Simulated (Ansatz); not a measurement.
Level of theory: DFT PBE, scalar-relativistic, plane waves, PAW (Ansatz). All cells share a 420 eV cutoff and Γ-centred k meshes spaced at most about 0.3 Å⁻¹ (about 0.25 or finer for metals, 2π included). No spin polarisation.

All energies are static (0 K, no zero-point motion).

**Question.** Which of these relaxed structures of In₂Ga₃P₅ is the lowest in energy?
A.

```
In Ga P
1.0
     1.88979    1.09107   15.18222
    -1.88979    1.09107   15.18222
     0.00000   -2.18215   15.18222
In Ga P
2 3 5
Direct
  0.20255 0.20255 0.20255
  0.79745 0.79745 0.79745
  0.00000 0.00000 0.00000
  0.60315 0.60315 0.60315
  0.39685 0.39685 0.39685
  0.30206 0.30206 0.30206
  0.90654 0.90654 0.90654
  0.50000 0.50000 0.50000
  0.09346 0.09346 0.09346
  0.69794 0.69794 0.69794
```

B.

```
In Ga P
1.0
    -2.00456    2.00456   14.30617
     2.00456   -2.00456   14.30617
     2.00456    2.00456  -14.30617
In Ga P
2 3 5
Direct
  0.39846 0.39846 0.00000
  0.60154 0.60154 0.00000
  0.79697 0.79697 0.00000
  0.00000 0.00000 0.00000
  0.20303 0.20303 0.00000
  0.34345 0.84345 0.50000
  0.95346 0.45346 0.50000
  0.54654 0.04654 0.50000
  0.15655 0.65655 0.50000
  0.75000 0.25000 0.50000
```

**Answer.** B. The other, A, lies 0.34 eV/atom higher. Forms: B I-4m2; A R-3m. Counting P atoms around Ga and In (those within 1.25 times the shortest such distance or 1.15 times the sum of covalent radii, 1.27 where that leaves under three): B has In 4, Ga 4; A has In 6, Ga 6. Both come from invented guesses. Shaken at random and relaxed again, B came back.

Cells without such a test can be saddle points. Some candidate types were left out of the draw beforehand, so a known form may be missing.
